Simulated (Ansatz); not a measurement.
CaF$_{2}$ (fluorite), relaxed with HSE06 (Ansatz, an electronic-structure program, plane waves, PAW): a = 5.4674 Å, b = 5.4674 Å, c = 5.4674 Å, α = 90.00°, β = 90.00°, γ = 90.00°.

```
Quantity              Result
--------------------  ------
gap (eV)                9.35
B₀ by P(V) fit (GPa)    83.4
```

Question: The same phase is relaxed and computed with PBE in the same code. What are the cell and these values now?

Answer: a = b = c = 5.5109 Å, α = β = γ = 90.00°.

* **gap (eV)**: 7.14
* **B₀ by P(V) fit (GPa)**: 77.5

All cells were relaxed under the symmetry of their starts (and spin orders); stability against distortions was not tested throughout.

Potentials: the later of the program's two PAW sets.

Ansatz is a plane-wave DFT program.
